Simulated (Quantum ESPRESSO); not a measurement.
# PbS (Galena) (Fm-3m) in Quantum ESPRESSO: a series of runs, part 2 of 3

Quantum ESPRESSO 7.5. The steps go on from the part before.

## (3) Phonons, PBE

The input, pw.in:

```
&CONTROL
  calculation = 'scf'
  prefix = 'pwscf'
  outdir = './tmp'
  pseudo_dir = './pseudo'
  tprnfor = .true.
  tstress = .true.
  disk_io = 'low'
/
&SYSTEM
  ibrav = 0
  nat = 2
  ntyp = 2
  ecutwfc = 56
  nbnd = 16
  occupations = 'smearing'
  smearing = 'fd'
  degauss = 0.00367493
/
&ELECTRONS
  conv_thr = 4d-10
  electron_maxstep = 120
  mixing_beta = 0.5
/
ATOMIC_SPECIES
Pb   207.2000 Pb_ONCV_PBE-1.2.upf
S     32.0600 S_ONCV_PBE-1.2.upf
CELL_PARAMETERS angstrom
   0.0000000000    2.9657500000    2.9657500000
   2.9657500000    0.0000000000    2.9657500000
   2.9657500000    2.9657500000    0.0000000000
ATOMIC_POSITIONS crystal
Pb     0.0000000000    0.0000000000    0.0000000000
S      0.5000000000    0.5000000000    0.5000000000
K_POINTS automatic
4 4 4 1 1 1
```

The input, gamma.in:

```
&CONTROL
  calculation = 'bands'
  prefix = 'pwscf'
  outdir = './tmp'
  pseudo_dir = './pseudo'
  disk_io = 'low'
  verbosity = 'high'
/
&SYSTEM
  ibrav = 0
  nat = 2
  ntyp = 2
  ecutwfc = 56
  nbnd = 16
  occupations = 'smearing'
  smearing = 'fd'
  degauss = 0.00367493
/
&ELECTRONS
  conv_thr = 1d-08
  electron_maxstep = 120
  mixing_beta = 0.5
  diago_full_acc = .true.
  startingwfc = 'random'
/
ATOMIC_SPECIES
Pb   207.2000 Pb_ONCV_PBE-1.2.upf
S     32.0600 S_ONCV_PBE-1.2.upf
CELL_PARAMETERS angstrom
   0.0000000000    2.9657500000    2.9657500000
   2.9657500000    0.0000000000    2.9657500000
   2.9657500000    2.9657500000    0.0000000000
ATOMIC_POSITIONS crystal
Pb     0.0000000000    0.0000000000    0.0000000000
S      0.5000000000    0.5000000000    0.5000000000
K_POINTS crystal
1
0.0 0.0 0.0 1
```

The input, scf2.in:

```
&CONTROL
  calculation = 'scf'
  prefix = 'pwscf'
  outdir = './tmp'
  pseudo_dir = './pseudo'
  tprnfor = .true.
  tstress = .true.
  disk_io = 'low'
/
&SYSTEM
  ibrav = 0
  nat = 2
  ntyp = 2
  ecutwfc = 56
  nbnd = 16
  occupations = 'fixed'
/
&ELECTRONS
  conv_thr = 1d-13
  electron_maxstep = 120
  mixing_beta = 0.5
  startingpot = 'file'
/
ATOMIC_SPECIES
Pb   207.2000 Pb_ONCV_PBE-1.2.upf
S     32.0600 S_ONCV_PBE-1.2.upf
CELL_PARAMETERS angstrom
   0.0000000000    2.9657500000    2.9657500000
   2.9657500000    0.0000000000    2.9657500000
   2.9657500000    2.9657500000    0.0000000000
ATOMIC_POSITIONS crystal
Pb     0.0000000000    0.0000000000    0.0000000000
S      0.5000000000    0.5000000000    0.5000000000
K_POINTS automatic
4 4 4 1 1 1
```

The input, ph.in:

```
phonons of PbS
&INPUTPH
  prefix = 'pwscf'
  outdir = './tmp'
  tr2_ph = 1d-18
  fildyn = 'dyn'
  niter_ph = 90
  alpha_mix(1) = 0.7
  epsil = .true.
/
0.0000000000 0.0000000000 0.0000000000
```

The input, dynmat.in:

```
&INPUT
  fildyn = 'dyn'
  asr = 'crystal'
  lperm = .true.
  filout = 'dynmat.disp'
  fileig = 'dynmat.eig'
/
```

The input, dynmat_lo.in:

```
&INPUT
  fildyn = 'dyn'
  asr = 'crystal'
  filout = 'dynmat_lo.disp'
  fileig = 'dynmat_lo.eig'
  q(1) = 0
  q(2) = 0
  q(3) = 1
/
```

Potentials or basis: SG15 PBE 1.2.

Launch:

```sh
$ OMP_NUM_THREADS=1 pw.x -in pw.in > pw.out
$ OMP_NUM_THREADS=1 pw.x -in gamma.in > gamma.out
$ OMP_NUM_THREADS=1 pw.x -in scf2.in > scf2.out
$ OMP_NUM_THREADS=1 ph.x -in ph.in > ph.out
$ OMP_NUM_THREADS=1 dynmat.x -in dynmat.in > dynmat.out
$ OMP_NUM_THREADS=1 dynmat.x -in dynmat_lo.in > dynmat_lo.out
```

pw.out:

```text
This program is part of the open-source Quantum ESPRESSO suite
     for quantum simulation of materials; please cite
[... 9 lines left out ...]
     --------------------
     sticks:   dense  smooth     PW     G-vecs:    dense   smooth      PW
     Sum         955     955    295                19891    19891    3287

     Using Slab Decomposition

     bravais-lattice index     =            0
     lattice parameter (alat)  =       7.9259  a.u.
     unit-cell volume          =     352.0710 (a.u.)^3
     number of atoms/cell      =            2
     number of atomic types    =            2
     number of electrons       =        20.00
     number of Kohn-Sham states=           16
     kinetic-energy cutoff     =      56.0000  Ry
     charge density cutoff     =     224.0000  Ry
     scf convergence threshold =      4.0E-10
     mixing beta               =       0.5000
     number of iterations used =            8  plain     mixing
     Exchange-correlation= PBE
                           (   1   4   3   4   0   0   0)

     celldm(1)=   7.925897  celldm(2)=   0.000000  celldm(3)=   0.000000
     celldm(4)=   0.000000  celldm(5)=   0.000000  celldm(6)=   0.000000

     crystal axes: (cart. coord. in units of alat)
               a(1) = (   0.000000   0.707107   0.707107 )
               a(2) = (   0.707107   0.000000   0.707107 )
               a(3) = (   0.707107   0.707107   0.000000 )

     reciprocal axes: (cart. coord. in units 2 pi/alat)
               b(1) = ( -0.707107  0.707107  0.707107 )
               b(2) = (  0.707107 -0.707107  0.707107 )
               b(3) = (  0.707107  0.707107 -0.707107 )

     PseudoPot. # 1 for Pb read from file:
     Pb_ONCV_PBE-1.2.upf
     Pseudo is Norm-conserving, Zval = 14.0
     Generated using ONCVPSP code by D. R. Hamann
     Using radial grid of  602 points,  8 beta functions with:
                l(1) =   0
                l(2) =   0
                l(3) =   1
                l(4) =   1
                l(5) =   2
                l(6) =   2
                l(7) =   3
                l(8) =   3

     PseudoPot. # 2 for S  read from file:
     S_ONCV_PBE-1.2.upf
     Pseudo is Norm-conserving, Zval =  6.0
     Generated using ONCVPSP code by D. R. Hamann
     Using radial grid of  602 points,  4 beta functions with:
                l(1) =   0
                l(2) =   0
                l(3) =   1
                l(4) =   1

     atomic species   valence    mass     pseudopotential
     Pb               14.00   207.20000     Pb( 1.00)
     S                 6.00    32.06000     S ( 1.00)

     48 Sym. Ops., with inversion, found

   Cartesian axes

     site n.     atom                  positions (alat units)
         1        Pb     tau(   1) = (   0.0000000   0.0000000   0.0000000  )
         2        S      tau(   2) = (   0.7071068   0.7071068   0.7071068  )

     number of k points=    10  Fermi-Dirac smearing, width (Ry)=  0.0037
                       cart. coord. in units 2pi/alat
        k(    1) = (   0.0883883   0.0883883   0.0883883), wk =   0.0625000
        k(    2) = (   0.2651650   0.2651650  -0.0883883), wk =   0.1875000
        k(    3) = (  -0.2651650  -0.2651650   0.4419417), wk =   0.1875000
        k(    4) = (  -0.0883883  -0.0883883   0.2651650), wk =   0.1875000
        k(    5) = (   0.4419417   0.0883883   0.0883883), wk =   0.1875000
        k(    6) = (  -0.0883883  -0.4419417   0.6187184), wk =   0.3750000
        k(    7) = (   0.0883883  -0.2651650   0.4419417), wk =   0.3750000
        k(    8) = (  -0.6187184   0.0883883   0.0883883), wk =   0.1875000
        k(    9) = (   0.2651650   0.2651650   0.2651650), wk =   0.0625000
        k(   10) = (  -0.2651650  -0.2651650   0.7954951), wk =   0.1875000

     Dense  grid:    19891 G-vectors     FFT dimensions: (  40,  40,  40)

     Initial potential from superposition of free atoms

     starting charge      19.8876, renormalised to      20.0000
     Starting wfcs are random

     Self-consistent Calculation

     iteration #  1     ecut=    56.00 Ry     beta= 0.50
     Davidson diagonalization with overlap
     ethr =  1.00E-02,  avg # of iterations =  8.9

     Threshold (ethr) on eigenvalues was too large:
     Diagonalizing with lowered threshold

     Davidson diagonalization with overlap
     ethr =  6.84E-04,  avg # of iterations =  1.8

     total energy              =    -133.38560717 Ry
     estimated scf accuracy    <       0.13440010 Ry
[... 57 lines left out ...]
     iteration # 10     ecut=    56.00 Ry     beta= 0.50
     Davidson diagonalization with overlap
     ethr =  2.07E-12,  avg # of iterations =  2.0

     End of self-consistent calculation

          k = 0.0884 0.0884 0.0884 (  2508 PWs)   bands (ev):

    -7.5924  -7.5899  -7.5899  -7.5750  -7.5750  -4.2213   2.7516   7.1125
     7.1125   7.4106  13.2323  13.6755  13.6755  15.9491  16.3720  16.3720

          k = 0.2652 0.2652-0.0884 (  2492 PWs)   bands (ev):

    -7.6016  -7.5953  -7.5886  -7.5677  -7.5566  -3.5881   1.4098   6.3719
     7.5212   8.6469  10.6629  11.7113  13.1501  16.6591  17.0829  18.8697

          k =-0.2652-0.2652 0.4419 (  2490 PWs)   bands (ev):
[... 16 lines left out ...]
    -7.6793  -7.5909  -7.5731  -7.5583  -7.5369  -2.7265   1.2010   4.8487
     5.5039   7.7152  11.8257  13.5237  14.0032  16.2435  18.5305  20.9190

          k = 0.0884-0.2652 0.4419 (  2480 PWs)   bands (ev):

    -7.6378  -7.5906  -7.5845  -7.5590  -7.5474  -3.1058   1.0372   5.8087
     6.5922   8.0728  11.0832  12.4560  13.3544  16.3255  19.0157  19.5410

          k =-0.6187 0.0884 0.0884 (  2482 PWs)   bands (ev):

    -7.7089  -7.6115  -7.5555  -7.5393  -7.5357  -2.7578   1.6930   4.4851
     5.9764   6.1438  13.1617  14.2796  14.3385  14.8892  20.8129  20.8171

          k = 0.2652 0.2652 0.2652 (  2488 PWs)   bands (ev):
[... 6 lines left out ...]
    -7.6488  -7.5849  -7.5783  -7.5630  -7.5477  -2.8656   0.8542   5.2142
     6.8691   7.6603  11.4132  12.2571  13.6794  17.0908  18.6344  18.7649

     the Fermi energy is     9.5463 ev

!    total energy              =    -133.42710396 Ry
     estimated scf accuracy    <          1.3E-10 Ry
     smearing contrib. (-TS)   =      -0.00000000 Ry
     internal energy E=F+TS    =    -133.42710396 Ry

     The total energy is F=E-TS. E is the sum of the following terms:
     one-electron contribution =     -28.51009584 Ry
     hartree contribution      =      24.84558042 Ry
     xc contribution           =     -18.53294446 Ry
     ewald contribution        =    -111.22964409 Ry

     convergence has been achieved in  10 iterations

     Forces acting on atoms (cartesian axes, Ry/au):

     atom    1 type  1   force =     0.00000000    0.00000000    0.00000000
     atom    2 type  2   force =     0.00000000    0.00000000    0.00000000

     Total force =     0.000000     Total SCF correction =     0.000000

     Computing stress (Cartesian axis) and pressure

          total   stress  (Ry/bohr**3)                   (kbar)     P=       20.86
   0.00014181   0.00000000   0.00000000           20.86        0.00        0.00
   0.00000000   0.00014181  -0.00000000            0.00       20.86       -0.00
   0.00000000  -0.00000000   0.00014181            0.00       -0.00       20.86

=------------------------------------------------------------------------------=
   JOB DONE.
=------------------------------------------------------------------------------=
```

Wall time 2.3 min (1 thread of Arm Neoverse V2, shared host); peak memory 0.07 GiB.

Results:

```
Free energy                                             : -1815.3682 eV
Pressure after relaxing                                 : 2.1 GPa
Electronic dielectric tensor (diagonal)                 : 12.17
Born charges (mean of the diagonal)                     : Pb +4.44; S -4.02 e
Highest phonon frequency at Γ, LO-TO splitting left out : 87 cm⁻¹
Static dielectric tensor (diagonal)                     : 91.64
```

Phonon frequencies in cm⁻¹ (negative: imaginary):
```
              q point     frequencies
(0.000, 0.000, 0.000)  9 9 9 87 87 87
```

Electronic dielectric tensor:
```
12.17  0.00  0.00
 0.00 12.17  0.00
 0.00  0.00 12.17
```

Born effective charge tensors (e):
atom 1, Pb
```
4.44 0.00 0.00
0.00 4.44 0.00
0.00 0.00 4.44
```
atom 2, S
```
-4.02  0.00  0.00
 0.00 -4.02  0.00
 0.00  0.00 -4.02
```

Optical modes at Γ, degenerate ones joined, polar ones without the macroscopic field:
```
cm⁻¹  components  symmetry  active in  IR intensity, summed ((D/Å)²/amu)
  87           3       T1u         IR                              44.64
```

Zone-centre frequencies without and with the macroscopic field along z (cm⁻¹):
```
                optical modes in rising order
       without                       87 87 87
with the field                      87 87 240
```

Static dielectric tensor, electrons and zone-centre modes:
```
91.64  0.00  0.00
 0.00 91.64  0.00
 0.00  0.00 91.64
```

Caveat: the mesh is thin for the dielectric tensor, Born charges and intensities, which usually come out too large; the Born charges break their sum rule by 0.43 e, a sign of too thin a mesh. Spin-orbit coupling is left out, which matters for the levels of Pb.

## (4) Phonons, PBE

pw.in, as its differences from that of step 3:

```diff
@@ -13,3 +13,4 @@
   ntyp = 2
-  ecutwfc = 56
+  ecutwfc = 45
+  ecutrho = 360
   nbnd = 16
@@ -25,4 +26,4 @@
 ATOMIC_SPECIES
-Pb   207.2000 Pb_ONCV_PBE-1.2.upf
-S     32.0600 S_ONCV_PBE-1.2.upf
+Pb   207.2000 pb_pbe_v1.uspp.F.UPF
+S     32.0600 s_pbe_v1.4.uspp.F.UPF
 CELL_PARAMETERS angstrom
```

gamma.in, as its differences from that of step 3:

```diff
@@ -12,3 +12,4 @@
   ntyp = 2
-  ecutwfc = 56
+  ecutwfc = 45
+  ecutrho = 360
   nbnd = 16
@@ -26,4 +27,4 @@
 ATOMIC_SPECIES
-Pb   207.2000 Pb_ONCV_PBE-1.2.upf
-S     32.0600 S_ONCV_PBE-1.2.upf
+Pb   207.2000 pb_pbe_v1.uspp.F.UPF
+S     32.0600 s_pbe_v1.4.uspp.F.UPF
 CELL_PARAMETERS angstrom
```

scf2.in, as its differences from that of step 3:

```diff
@@ -13,3 +13,4 @@
   ntyp = 2
-  ecutwfc = 56
+  ecutwfc = 45
+  ecutrho = 360
   nbnd = 16
@@ -24,4 +25,4 @@
 ATOMIC_SPECIES
-Pb   207.2000 Pb_ONCV_PBE-1.2.upf
-S     32.0600 S_ONCV_PBE-1.2.upf
+Pb   207.2000 pb_pbe_v1.uspp.F.UPF
+S     32.0600 s_pbe_v1.4.uspp.F.UPF
 CELL_PARAMETERS angstrom
```

ph.in is that of step 3.

dynmat.in is that of step 3.

dynmat_lo.in is that of step 3.

Potentials or basis: GBRV 1.5 PBE.

Launch:

```sh
$ OMP_NUM_THREADS=1 pw.x -in pw.in > pw.out
$ OMP_NUM_THREADS=1 pw.x -in gamma.in > gamma.out
$ OMP_NUM_THREADS=1 pw.x -in scf2.in > scf2.out
$ OMP_NUM_THREADS=1 ph.x -in ph.in > ph.out
$ OMP_NUM_THREADS=1 dynmat.x -in dynmat.in > dynmat.out
$ OMP_NUM_THREADS=1 dynmat.x -in dynmat_lo.in > dynmat_lo.out
```

pw.out:

```text
This program is part of the open-source Quantum ESPRESSO suite
     for quantum simulation of materials; please cite
[... 9 lines left out ...]
     --------------------
     sticks:   dense  smooth     PW     G-vecs:    dense   smooth      PW
     Sum        1555     769    241                40677    14331    2421

     Using Slab Decomposition

     bravais-lattice index     =            0
     lattice parameter (alat)  =       7.9259  a.u.
     unit-cell volume          =     352.0710 (a.u.)^3
     number of atoms/cell      =            2
     number of atomic types    =            2
     number of electrons       =        20.00
     number of Kohn-Sham states=           16
     kinetic-energy cutoff     =      45.0000  Ry
     charge density cutoff     =     360.0000  Ry
     scf convergence threshold =      4.0E-10
     mixing beta               =       0.5000
     number of iterations used =            8  plain     mixing
[... 212 lines left out ...]
     5.3603   5.5273  12.5275  13.6594  13.7182  14.2675  16.9778  20.0521

          k = 0.2652 0.2652 0.2652 (  1814 PWs)   bands (ev):
[... 6 lines left out ...]
    -8.2593  -8.1953  -8.1872  -8.1719  -8.1566  -3.4791   0.2357   4.5982
     6.2523   7.0415  10.7939  11.6299  13.0540  16.4401  16.9816  17.9514

     the Fermi energy is     8.9273 ev

!    total energy              =    -188.33640980 Ry
     estimated scf accuracy    <          6.8E-11 Ry
     smearing contrib. (-TS)   =      -0.00000000 Ry
     internal energy E=F+TS    =    -188.33640979 Ry

     The total energy is F=E-TS. E is the sum of the following terms:
     one-electron contribution =     -36.78937252 Ry
     hartree contribution      =      31.52026583 Ry
     xc contribution           =     -71.83765907 Ry
     ewald contribution        =    -111.22964404 Ry

     convergence has been achieved in   9 iterations

     negative rho (up, down):  1.474E-02 0.000E+00

     Forces acting on atoms (cartesian axes, Ry/au):

     atom    1 type  1   force =     0.00000000    0.00000000   -0.00000000
     atom    2 type  2   force =    -0.00000000    0.00000000    0.00000000

     Total force =     0.000000     Total SCF correction =     0.000000

     Computing stress (Cartesian axis) and pressure

     negative rho (up, down):  1.474E-02 0.000E+00
          total   stress  (Ry/bohr**3)                   (kbar)     P=       18.94
   0.00012873   0.00000000   0.00000000           18.94        0.00        0.00
   0.00000000   0.00012873   0.00000000            0.00       18.94        0.00
   0.00000000   0.00000000   0.00012873            0.00        0.00       18.94

=------------------------------------------------------------------------------=
   JOB DONE.
=------------------------------------------------------------------------------=
```

scf2.out:

```text
This program is part of the open-source Quantum ESPRESSO suite
     for quantum simulation of materials; please cite
[... 9 lines left out ...]
     --------------------
     sticks:   dense  smooth     PW     G-vecs:    dense   smooth      PW
     Sum        1555     769    241                40677    14331    2421
[... 261 lines left out ...]
   0.00012882  -0.00000000   0.00000000           18.95       -0.00        0.00
  -0.00000000   0.00012882   0.00000000           -0.00       18.95        0.00
   0.00000000   0.00000000   0.00012882            0.00        0.00       18.95

=------------------------------------------------------------------------------=
   JOB DONE.
=------------------------------------------------------------------------------=
```

Wall time 3.3 min (1 thread of Arm Neoverse V2, shared host); peak memory 0.18 GiB.

Results:

| Item | Value |
| --- | --- |
| Free energy | -2562.4474 eV |
| Pressure after relaxing | 1.9 GPa |
| Electronic dielectric tensor (diagonal) | 12.26 |
| Born charges (mean of the diagonal) | Pb +4.49; S -4.06 e |
| Highest phonon frequency at Γ, LO-TO splitting left out | 80 cm⁻¹ |
| Static dielectric tensor (diagonal) | 108.08 |

Levels at points of the mesh, in eV from the valence-band top:
```csv
k point,band 8,band 9,band 10,band 11,band 12,band 13
"(0.12, 0.12, 0.12)",-1.61,-1.61,-1.31,4.51,4.95,4.95
```

Phonon frequencies in cm⁻¹ (negative: imaginary):
```csv
q point,frequencies
"(0.000, 0.000, 0.000)",-2 -2 -2 80 80 80
```

Electronic dielectric tensor:
```
12.26  0.00  0.00
 0.00 12.26  0.00
 0.00  0.00 12.26
```

Born effective charge tensors (e):
atom 1, Pb
```
4.49 0.00 0.00
0.00 4.49 0.00
0.00 0.00 4.49
```
atom 2, S
```
-4.06  0.00  0.00
 0.00 -4.06  0.00
 0.00  0.00 -4.06
```

Optical modes at Γ, degenerate ones joined, polar ones without the macroscopic field:
```csv
cm⁻¹,components,symmetry,active in,"IR intensity, summed ((D/Å)²/amu)"
80,3,T1u,IR,45.54
```

Zone-centre frequencies without and with the macroscopic field along z (cm⁻¹):
```
                optical modes in rising order
       without                       80 80 80
with the field                      80 80 239
```

Static dielectric tensor, electrons and zone-centre modes:
```
108.08   0.00   0.00
  0.00 108.08   0.00
  0.00   0.00 108.08
```

Caveat: the mesh is thin for the dielectric tensor, Born charges and intensities, which usually come out too large; the Born charges break their sum rule by 0.44 e, a sign of too thin a mesh. The run has no spin-orbit coupling, so splittings on Pb are missing.

[end of part 2 of 3]
